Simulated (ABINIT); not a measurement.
The system is Sn.

```
CELL_PARAMETERS angstrom
-1.72654 1.77555 2.33834
1.72654 -1.77555 2.33834
1.72654 1.77555 -2.33834
ATOMIC_POSITIONS crystal
Sn 0.00000 0.00000 0.00000
```

This isn't the form of Sn at room conditions, which is tetragonal (white tin).

- Program: ABINIT 10.8.3 (patched build)
- Task: relaxation of cell and atoms
- Functional: PBEsol
- Potentials or basis: JTH PAW PBE v2.0
- Cutoff: 599 eV
- k mesh: 11 × 11 × 11
- Occupations: fermi-dirac, width 0.05 eV
- Spin: no spin polarisation

At the start: pressure -3.6 GPa; volume 28.67 Å³/atom.

Question: Where does the relaxation end?

Answer: Over 11 steps the energy falls by 27.5 meV/atom and the volume is 26.60 Å³/atom (-7.2 %); space group I4/mmm (No. 139, to 0.05 Å).

Step by step:
```tsv
step	energy change (eV)	largest force (eV/Å)	pressure (GPa)	volume (Å³)
1	0.0000	0.0000	-3.55	28.67
2	-0.0067	0.0000	-3.12	28.36
3	-0.0260	0.0000	0.64	26.31
4	-0.0266	0.0000	0.05	26.58
5	-0.0267	0.0000	0.04	26.58
6	-0.0274	0.0000	-0.02	26.61
7	-0.0274	0.0000	0.00	26.60
8	-0.0274	0.0000	0.04	26.58
9	-0.0274	0.0000	0.06	26.57
10	-0.0274	0.0000	0.05	26.58
11	-0.0275	0.0000	0.02	26.60
```

Final structure:
```xyz
1
Lattice="-1.6970 1.6978 2.3077 1.6970 -1.6978 2.3077 1.6970 1.6978 -2.3077" Properties=species:S:1:pos:R:3 pbc="T T T"
Sn    0.0000    0.0000    0.0000
```

Caveat: the PAW data sets were made with another functional, which shifts forces and pressure a little.
